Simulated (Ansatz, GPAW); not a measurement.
## Screening of a field by CdSe (10-10), 4 units

How does CdSe (10-10), 4 units screen a perpendicular field?

Main program and level: GPAW 26.7.0 and Ansatz 0.2.0; Ansatz plane waves; layer without images along its normal, relaxation of atoms and in-plane cell, in the first sound run; inputs show where later runs differ.

## Step 1: Starting point

The cell holds 16 atoms: 8 Cd and 8 Se. Its edges and angles: a = 4.300 Å, b = 7.010 Å, c = 26.413 Å, α = 90.0°, β = 90.0°, γ = 90.0°. It derives from CdSe (wurtzite CdSe). Vacuum lies along c.

## Step 2: Relaxing the atoms

The atoms are relaxed first, since the surface dipole, and with it the work function, follows the positions of the outer layers.

input.yaml

```yaml
crystal:
  lattice:
    - [4.3, 0.0, 0.0]
    - [0.0, 7.01, 0.0]
    - [0.0, 0.0, 26.4130307876]
  atoms:
    - { symbol: Cd, position: [0.0, 0.0, 0.2650207035] }
    - { symbol: Se, position: [0.0, 0.376, 0.2650207035] }
    - { symbol: Cd, position: [0.5, 0.5, 0.3120165628] }
    - { symbol: Se, position: [0.5, 0.876, 0.3120165628] }
    - { symbol: Cd, position: [0.5, 0.0, 0.4060082814] }
    - { symbol: Se, position: [0.5, 0.376, 0.4060082814] }
    - { symbol: Cd, position: [0.0, 0.5, 0.4530041407] }
    - { symbol: Se, position: [0.0, 0.876, 0.4530041407] }
    - { symbol: Cd, position: [0.0, 0.0, 0.5469958593] }
    - { symbol: Se, position: [0.0, 0.376, 0.5469958593] }
    - { symbol: Cd, position: [0.5, 0.5, 0.5939917186] }
    - { symbol: Se, position: [0.5, 0.876, 0.5939917186] }
    - { symbol: Cd, position: [0.5, 0.0, 0.6879834372] }
    - { symbol: Se, position: [0.5, 0.376, 0.6879834372] }
    - { symbol: Cd, position: [0.0, 0.5, 0.7349792965] }
    - { symbol: Se, position: [0.0, 0.876, 0.7349792965] }
  periodic: [true, true, false]
kpoints:
  mp_grid: { grid: [7, 4, 1] }
hamiltonian:
  xc: pbe
scf:
  occupations: { method: fermi_dirac, width: 0.05 }
relax:
  f_tol: 0.01
  max_steps: 90
  cell: {}
```

Run with:

```sh
$ ansatz run input.yaml --threads 4 --pin off --max-ram 8192MiB --backend cpu --events-out ev --progress --plain --runs-dir out
```

Numbers of over 12 decimals in the logs are rounded to 6 here.

The program printed:

```text
Warning: crystal.periodic: the lattice vector that does not repeat stood 0.000° off the slab's normal, 26.413 Å along it as the deck builds it. The run solves the slab on a vector along the normal, 48.626 Å long, with every atom where it was (on the deck's vector they left 14.00 Å outside them, and the widest stretch free of ions among them is 2.48 Å). A fractional position that the run reports is one of the run's ce [...]
crystal.periodic: the lattice vector that does not repeat stood 0.000° off the slab's normal, 26.413 Å along it as the deck builds it. The run solves the slab on a vector along the normal, 48.626 Å long, with every atom where it was (on the deck's vector they left 14.00 Å outside them, and the widest stretch free of ions among them is 2.48 Å). A fractional position that the run reports is one of the run's cell, which [...]
Engine: ansatz 0.2.0, aarch64-unknown-linux-gnu
Pseudopotentials: kind: paw
Pseudopotential: Cd, paw, valence charge 20, recommended cutoff 420 eV (normal), Cd.paw.azcp
Pseudopotential: Se, paw, valence charge 16, recommended cutoff 420 eV (normal), Se.paw.azcp
Functional definition: PBE
  parameter kappa = 0.804
  parameter beta = 0.066725
  exchange = pbe_x(kappa = kappa, mu = beta*pi^2/3)
  correlation = pbe_c(beta = beta)
Crystal: 16 atoms, lattice volume = 1465.735 Å³
Basis set: ecut = 420 eV, 28679 PW (Γ), exchange–correlation on 60×96×720 points (8 copies of the dense FFT grid, shifted against one another)
Bands: 173, of which v1, the nominal top of the filled ones, is band 144 counted from 1 (143 counted from 0)
Symmetry: 4 space group operations
Space group: Pmc21 (ITA 26), of the structure as read, at distance tolerance 1.1e-4 Å
k-points: 12 of 28 (time reversal used)
Non-local potential: Cd, projectors of the file, l = 0: 3, l = 1: 2, l = 2: 2, l = 3: 1
Non-local potential: Se, projectors of the file, l = 0: 2, l = 1: 2, l = 2: 3, l = 3: 1
PAW form: soft (Blöchl's): semilocal exchange-correlation on the pseudo side does not see the compensation charge
PAW one-centre angular grid: Cd, 590 points (default); XC on 64 Gauss nodes
PAW one-centre angular grid: Se, 590 points (default); XC on 64 Gauss nodes
Initial density: superposition of atomic densities (neutral atoms: chi_scale 0, normalization atom), corrected by the library's trained network
Initial wavefunctions: pseudopotential atomic-orbital guess
Functional: x = pbe(κ = 0.804, μ = 0.219515), c = pbe(β = 0.066725)
SCF iter   1: F=—  HF=-109796.336752 eV  |F-HF|=—  |Δ(HF+E_count)|=         —  Δρ=6.95e-4  dr2=1.86e-2  ethr=1.77e-3  ⟨swp⟩=10.9  Hψ=10058  notcnv=0  defer=173
preconditioner: auto → Resta (q_TF=auto, 2.080 Å⁻¹)  ε∞=2.0  [insulator: Δε(μ)=0.511 eV  Ē_g=11.437 eV  σ=0.050 eV  W_gap=0.99  n_scr=246 (ndim 8)  ℏωp=11.6 eV  f_vac=0.687  D(μ)=0.02/eV (n_scr^D=0)  ε∞_Penn≈2.0  vacuum switching on, ρ_ref=9.5e-3 e/Å³]
SCF iter   2: F=—  HF=-109796.347559 eV  |F-HF|=—  |Δ(HF+E_count)|=   1.08e-2  Δρ=3.42e-4  dr2=4.13e-3  ethr=6.47e-6  ⟨swp⟩=3.8  Hψ=5187  notcnv=0  defer=240
SCF iter   3: F=—  HF=-109796.347525 eV  |F-HF|=—  |Δ(HF+E_count)|=   3.40e-5  Δρ=1.64e-4  dr2=9.64e-4  ethr=1.44e-6  ⟨swp⟩=2.8  Hψ=2844  notcnv=0  defer=240
SCF iter   4: F=—  HF=-109796.347794 eV  |F-HF|=—  |Δ(HF+E_count)|=   2.69e-4  Δρ=7.54e-5  dr2=9.68e-5  ethr=3.35e-7  ⟨swp⟩=2.9  Hψ=2749  notcnv=0  defer=240
SCF iter   5: F=—  HF=-109796.347783 eV  |F-HF|=—  |Δ(HF+E_count)|=   1.08e-5  Δρ=2.94e-5  dr2=1.71e-5  ethr=3.36e-8  ⟨swp⟩=3.2  Hψ=3262  notcnv=0  defer=241
SCF iter   6: F=—  HF=-109796.347812 eV  |F-HF|=—  |Δ(HF+E_count)|=   2.88e-5  Δρ=9.94e-6  dr2=2.14e-6  ethr=5.92e-9  ⟨swp⟩=2.6  Hψ=2858  notcnv=0  defer=241
SCF iter   7: F=—  HF=-109796.347814 eV  |F-HF|=—  |Δ(HF+E_count)|=   2.47e-6  Δρ=2.78e-6  dr2=2.56e-7  ethr=7.45e-10  ⟨swp⟩=3.1  Hψ=3126  notcnv=0  defer=241
SCF iter   8: F=-109796.347814 eV  HF=-109796.347814 eV  |F-HF|=3.29e-8  |Δ(HF+E_count)|=   1.52e-7  Δρ=9.78e-7  dr2=2.27e-8  ethr=3.47e-11  ⟨swp⟩=5.2  Hψ=7134  notcnv=0
SCF 1 converged in 8 iterations: F = -109796.347814 eV  dr2 = 2.27e-8
  greatest PAW one-centre occupation: 1.000 electrons in one spin orbital (limit 2), on the Cd atom at site 12 (counted from 0), in its partial waves of l = 0
relax step   1: F+E_penalty+E_count = -109796.34781442 eV  Δ(F+E_penalty+E_count) = +0.000e0 eV  max|allowed force component| = 7.639e-1 eV/Å  Δτ_max = 0.0000 Å  P = +2.927 N/m  Ω = 1465.735 Å³  fix = [c, alpha, beta]  reactions: c +0.000 N/m  (8 SCF iters, dr2 threshold 1.00e-7 eV, accepted)
Crystal: 16 atoms, lattice volume = 1495.143 Å³
Basis set: ecut = 420 eV, 29243 PW (Γ), exchange–correlation on 60×96×720 points (8 copies of the dense FFT grid, shifted against one another)
Initial density: handed on by an earlier stage of this run
Initial wavefunctions: those handed on with the density
iter 1 solved again at ethr=7.85e-5 eV; its pass at ethr=3.10e-3 eV (dr2=2.26e-1 eV) is discarded
SCF iter   1: F=—  HF=-109797.098666 eV  |F-HF|=—  |Δ(HF+E_count)|=         —  Δρ=2.63e-3  dr2=2.23e-1  ethr=7.85e-5  ⟨swp⟩=7.8  Hψ=12847  notcnv=0  defer=10
preconditioner: auto → Resta (q_TF=auto, 2.073 Å⁻¹)  ε∞=2.0  [insulator: Δε(μ)=0.708 eV  Ē_g=11.371 eV  σ=0.050 eV  W_gap=1.00  n_scr=246 (ndim 8)  ℏωp=11.5 eV  f_vac=0.688  D(μ)=0.00/eV (n_scr^D=0)  ε∞_Penn≈2.0  vacuum switching on, ρ_ref=9.4e-3 e/Å³]
SCF iter   2: F=—  HF=-109797.050101 eV  |F-HF|=—  |Δ(HF+E_count)|=   4.86e-2  Δρ=1.40e-3  dr2=2.57e-2  ethr=7.75e-5  ⟨swp⟩=4.3  Hψ=3948  notcnv=0  defer=52
SCF iter   3: F=—  HF=-109797.047241 eV  |F-HF|=—  |Δ(HF+E_count)|=   2.86e-3  Δρ=5.39e-4  dr2=6.30e-3  ethr=8.92e-6  ⟨swp⟩=2.7  Hψ=3430  notcnv=0  defer=80
SCF iter   4: F=—  HF=-109797.047698 eV  |F-HF|=—  |Δ(HF+E_count)|=   4.57e-4  Δρ=1.67e-4  dr2=2.05e-3  ethr=2.19e-6  ⟨swp⟩=2.3  Hψ=2895  notcnv=0  defer=85
SCF iter   5: F=—  HF=-109797.047498 eV  |F-HF|=—  |Δ(HF+E_count)|=   2.00e-4  Δρ=8.76e-5  dr2=1.36e-4  ethr=7.13e-7  ⟨swp⟩=2.7  Hψ=2659  notcnv=0  defer=85
SCF iter   6: F=—  HF=-109797.047480 eV  |F-HF|=—  |Δ(HF+E_count)|=   1.87e-5  Δρ=2.65e-5  dr2=1.19e-5  ethr=4.72e-8  ⟨swp⟩=2.9  Hψ=3447  notcnv=0  defer=121
SCF iter   7: F=—  HF=-109797.047485 eV  |F-HF|=—  |Δ(HF+E_count)|=   5.04e-6  Δρ=7.70e-6  dr2=1.84e-6  ethr=4.14e-9  ⟨swp⟩=2.8  Hψ=3189  notcnv=0  defer=121
SCF iter   8: F=-109797.047485 eV  HF=-109797.047485 eV  |F-HF|=7.10e-8  |Δ(HF+E_count)|=   4.86e-7  Δρ=2.91e-6  dr2=1.52e-7  ethr=5.56e-10  ⟨swp⟩=5.2  Hψ=6933  notcnv=0
SCF 2 converged in 8 iterations: F = -109797.047485 eV  dr2 = 1.52e-7
[...]
relax step   4: F+E_penalty+E_count = -109797.38718217 eV  Δ(F+E_penalty+E_count) = -7.416e-2 eV  max|allowed force component| = 1.545e-1 eV/Å  Δτ_max = 0.1357 Å  P = +0.345 N/m  Ω = 1504.893 Å³  energy of the carried Pulay correction = -2.557e-3 eV  fix = [c, alpha, beta]  reactions: c +0.000 N/m  (8 SCF iters, dr2 threshold 1.60e-6 eV, accepted)
[...]
relax step   5: F+E_penalty+E_count = -109797.41143890 eV  Δ(F+E_penalty+E_count) = -2.426e-2 eV  max|allowed force component| = 6.803e-2 eV/Å  Δτ_max = 0.1225 Å  P = +0.318 N/m  Ω = 1502.444 Å³  energy of the carried Pulay correction = -2.401e-3 eV  fix = [c, alpha, beta]  reactions: c +0.000 N/m  (7 SCF iters, dr2 threshold 1.49e-6 eV, accepted)
[...]
relax step   6: F+E_penalty+E_count = -109797.41467842 eV  Δ(F+E_penalty+E_count) = -3.240e-3 eV  max|allowed force component| = 1.352e-2 eV/Å  Δτ_max = 0.0247 Å  P = -0.054 N/m  Ω = 1510.552 Å³  energy of the carried Pulay correction = -2.918e-3 eV  fix = [c, alpha, beta]  reactions: c +0.000 N/m  (6 SCF iters, dr2 threshold 2.89e-7 eV, accepted)
[...]
relax step   7: F+E_penalty+E_count = -109797.41512880 eV  Δ(F+E_penalty+E_count) = -4.504e-4 eV  max|allowed force component| = 1.888e-3 eV/Å  Δτ_max = 0.0103 Å  P = +0.005 N/m  Ω = 1508.857 Å³  energy of the carried Pulay correction = -2.810e-3 eV  fix = [c, alpha, beta]  reactions: c +0.000 N/m  (7 SCF iters, dr2 threshold 1.14e-8 eV, accepted)
Initial wavefunctions: pseudopotential atomic-orbital guess (no wavefunctions were taken with the density)
iter 1 solved again at ethr=6.65e-7 eV; its pass at ethr=3.10e-3 eV (dr2=1.92e-3 eV) is discarded
SCF iter   1: F=—  HF=-109797.369157 eV  |F-HF|=—  |Δ(HF+E_count)|=         —  Δρ=2.56e-4  dr2=3.49e-5  ethr=6.65e-7  ⟨swp⟩=9.8  Hψ=20657  notcnv=0  defer=15
preconditioner: auto → Resta (q_TF=auto, 2.070 Å⁻¹)  ε∞=2.0  [insulator: Δε(μ)=0.984 eV  Ē_g=11.361 eV  σ=0.050 eV  W_gap=1.00  n_scr=246 (ndim 8)  ℏωp=11.5 eV  f_vac=0.687  D(μ)=0.00/eV (n_scr^D=0)  ε∞_Penn≈2.0  vacuum switching on, ρ_ref=9.4e-3 e/Å³]
SCF iter   2: F=—  HF=-109797.401653 eV  |F-HF|=—  |Δ(HF+E_count)|=   3.25e-2  Δρ=1.28e-4  dr2=1.20e-5  ethr=1.21e-8  ⟨swp⟩=3.8  Hψ=4332  notcnv=0  defer=49
SCF iter   3: F=—  HF=-109797.413624 eV  |F-HF|=—  |Δ(HF+E_count)|=   1.20e-2  Δρ=5.64e-5  dr2=3.53e-6  ethr=4.16e-9  ⟨swp⟩=3.6  Hψ=3452  notcnv=0  defer=49
SCF iter   4: F=—  HF=-109797.417309 eV  |F-HF|=—  |Δ(HF+E_count)|=   3.69e-3  Δρ=1.47e-5  dr2=8.67e-7  ethr=1.23e-9  ⟨swp⟩=3.3  Hψ=3329  notcnv=0  defer=62
SCF iter   5: F=—  HF=-109797.417695 eV  |F-HF|=—  |Δ(HF+E_count)|=   3.86e-4  Δρ=4.76e-6  dr2=6.66e-8  ethr=3.01e-10  ⟨swp⟩=3.2  Hψ=3035  notcnv=0  defer=62
SCF iter   6: F=—  HF=-109797.417769 eV  |F-HF|=—  |Δ(HF+E_count)|=   7.31e-5  Δρ=1.23e-6  dr2=9.78e-9  ethr=2.31e-11  ⟨swp⟩=3.6  Hψ=3098  notcnv=0  defer=62
SCF iter   7: F=—  HF=-109797.417779 eV  |F-HF|=—  |Δ(HF+E_count)|=   1.03e-5  Δρ=2.62e-7  dr2=2.10e-9  ethr=3.39e-12  ⟨swp⟩=3.7  Hψ=3691  notcnv=0  defer=62
SCF iter   8: F=—  HF=-109797.417779 eV  |F-HF|=—  |Δ(HF+E_count)|=   4.76e-7  Δρ=7.13e-8  dr2=1.39e-10  ethr=1.00e-12  ⟨swp⟩=2.5  Hψ=2260  notcnv=0  defer=62
SCF iter   9: F=-109797.417779 eV  HF=-109797.417779 eV  |F-HF|=4.07e-9  |Δ(HF+E_count)|=   3.06e-9  Δρ=3.46e-8  dr2=2.38e-11  ethr=1.00e-12  ⟨swp⟩=6.0  Hψ=7895  notcnv=0
SCF 8 converged in 9 iterations: F = -109797.417779 eV  dr2 = 2.38e-11
relax step   8: F+E_penalty+E_count = -109797.41777936 eV  Δ(F+E_penalty+E_count) = -2.651e-3 eV  max|allowed force component| = 1.912e-3 eV/Å  Δτ_max = 0.0000 Å  P = -0.002 N/m  Ω = 1508.857 Å³  fix = [c, alpha, beta]  reactions: c +0.000 N/m  stress off target by 1.32e-2 N/m on what of the cell is left free  SCF on the basis re-selected at this cell (its energy is not comparable with the rows above)  (9 SCF iters)
basis re-selected at this cell: Δ(F+E_penalty+E_count) = -2.651e-3 eV, ΔP = -0.007 N/m vs the last step (what re-selecting the basis moved, of the pressure what is left beyond the Pulay correction that the steps carried, after the strain that the cell walked since its last selection, with what the two solves' SCF thresholds leave and, on support functions, any second-order correction that the steps lacked; it is no m [...]
SCF converged after 9 iterations
Free energy (F): -109797.417779 eV
Harris-Foulkes:  -109797.417779 eV  (|F-HF|=4.07e-9)
Internal energy: -109797.417774 eV  (E = F + TS)
E sigma→0 (E₀):  -109797.417777 eV
Entropy (-TS):   -0.000005 eV (-0.000 meV/atom)
Fermi energy:    -5.150566 eV
--- Per-component energies (eV) ---
  E_band       = -10878.196224
  E_kinetic    = 4981.139406
  E_local      = -1800895.458214  (includes V_loc(G=0)·N_el)
  E_nonlocal   = -4497.519983
  E_hartree    = 897329.569222
  E_xc         = -2243.297514
  E_vxc        = -2552.340177  (∫ρ·V_xc dr)
  E_paw        = -47958.836861  (= ΣΔE_a)
  E_vpaw       = -2573.148979  (= ΣTr[D̂ρ^β])
  E_aug_tail   = -0.004717  (compensation charges beyond the density's cutoff)
  E_ewald      = 843486.990886
  E_smearing   = -0.000005  (= −TS)
  E_closure    = 0.000000  (closes the sum)
  Σ components = -109797.417779   (vs F -109797.417779, Δ=0.00e0)
--- Forces (eV/Å), atoms counted from 1 ---
  atom   1  Cd     0.00000000     0.00191200    -0.00085073
  atom   2  Se    -0.00000000    -0.00189631    -0.00066124
  atom   3  Cd     0.00000000    -0.00072492    -0.00094242
  atom   4  Se     0.00000000     0.00112793     0.00068461
  atom   5  Cd     0.00000000     0.00005782     0.00001157
  atom   6  Se    -0.00000000     0.00149989     0.00186607
  atom   7  Cd     0.00000000    -0.00126046    -0.00050096
  atom   8  Se    -0.00000000    -0.00071562    -0.00035294
  atom   9  Cd     0.00000000    -0.00126046     0.00050096
  atom  10  Se    -0.00000000    -0.00071562     0.00035294
  atom  11  Cd     0.00000000     0.00005782    -0.00001157
  atom  12  Se    -0.00000000     0.00149989    -0.00186607
  atom  13  Cd     0.00000000    -0.00072492     0.00094242
  atom  14  Se     0.00000000     0.00112793    -0.00068461
  atom  15  Cd     0.00000000     0.00191200     0.00085073
  atom  16  Se    -0.00000000    -0.00189631     0.00066124
  max |Σ_I F_I| component: 6.65e-7 eV/Å
--- 2D stress c σ (N/m, compression-positive) ---
        0.010191       0.000000       0.000000
        0.000000      -0.013210       0.000000
        0.000000       0.000000       0.000000
  P = ½ c Tr σ = -0.0015 N/m
--- Relaxed structure (7 steps of the walk, 7 accepted, 1 SCFs on fresh bases) ---
  F+E_penalty+E_count = -109797.41777936 eV   max|allowed force component| = 1.912e-3 eV/Å   (the final SCF, on the basis selected at the relaxed cell)
  cell:  # Å, volume = 1508.8568 Å³
    - [4.335155, 0.0, 0.0]
    - [0.0, 7.157713, 0.0]
    - [0.0, 0.0, 48.626062]
  atoms:
    - { symbol: Cd, position: [0, 0.053233, 0.153699] }
    - { symbol: Se, position: [0, 0.387904, 0.135592] }
    - { symbol: Cd, position: [0.5, 0.482184, 0.163834] }
    - { symbol: Se, position: [0.5, 0.867269, 0.168231] }
    - { symbol: Cd, position: [0.5, -0.00808468, 0.220842] }
    - { symbol: Se, position: [0.5, 0.367282, 0.217343] }
    - { symbol: Cd, position: [0, 0.489225, 0.244066] }
    - { symbol: Se, position: [0, 0.864987, 0.246884] }
    - { symbol: Cd, position: [0, -0.010775, 0.299121] }
    - { symbol: Se, position: [0, 0.364987, 0.296303] }
    - { symbol: Cd, position: [0.5, 0.491915, 0.322345] }
    - { symbol: Se, position: [0.5, 0.867282, 0.325844] }
    - { symbol: Cd, position: [0.5, -0.017816, 0.379353] }
    - { symbol: Se, position: [0.5, 0.367269, 0.374956] }
    - { symbol: Cd, position: [0, 0.553233, 0.389488] }
    - { symbol: Se, position: [0, 0.887904, 0.407594] }
```

It took 21 min on 4 threads of Arm Neoverse N1, shared host; peak memory 5.4 GiB.

Relaxation path:

```tsv
step	energy less that of the first step (eV)	largest force component (eV/Å)	volume (Å³)
1	0.0000	0.7639	1465.74
2	-0.6997	0.4618	1495.14
3	-0.9652	0.2592	1513.92
4	-1.0394	0.1545	1504.89
5	-1.0636	0.0680	1502.44
6	-1.0669	0.0135	1510.55
7	-1.0673	0.0019	1508.86
8*	-1.0700	0.0019	1508.86
```

Relaxation steps marked * repeat the geometry before them on a plane-wave basis chosen anew for their cell, so energy and pressure can jump there.

Forces are held to the 4 operations that the run works with; a distortion that breaks them can't arise in this run.

```tsv
cell as run	before	after	change
a (Å)	4.300	4.335	+0.8 %
b (Å)	7.010	7.158	+2.1 %
```

The atoms that moved most (Å, along periodic axes as changes of fractional coordinates times the final cell, across vacuum about the mean position):

```tsv
atom	dx	dy	dz	length
Cd1	0.000	0.381	0.474	0.608
Cd15	0.000	0.381	-0.474	0.608
Se16	0.000	0.085	0.407	0.416
Se2	0.000	0.085	-0.407	0.416
Cd3	0.000	-0.128	-0.275	0.303
Cd13	0.000	-0.128	0.275	0.303
Se12	0.000	-0.062	0.155	0.167
Se6	0.000	-0.062	-0.155	0.167
```

This step gave:

| Property | Result |
| --- | --- |
| free energy | -109797.4178 eV |
| gap by band count | 0.9844 eV |
| symmetry operations | 4 |

The relaxation lowered the energy of the cell by 1.07 eV.

(Continued in part 2 of 2.)

[Logs are printed without paths, hosts, clocks, repeated set-up lines and the standing remarks that a program may print on its own settings, such as how far it seeks lower states.]

[Hosts, paths, dates, database ids (printed as entryN), source tags and the programs' standing remarks are cut or masked in the printed files.]
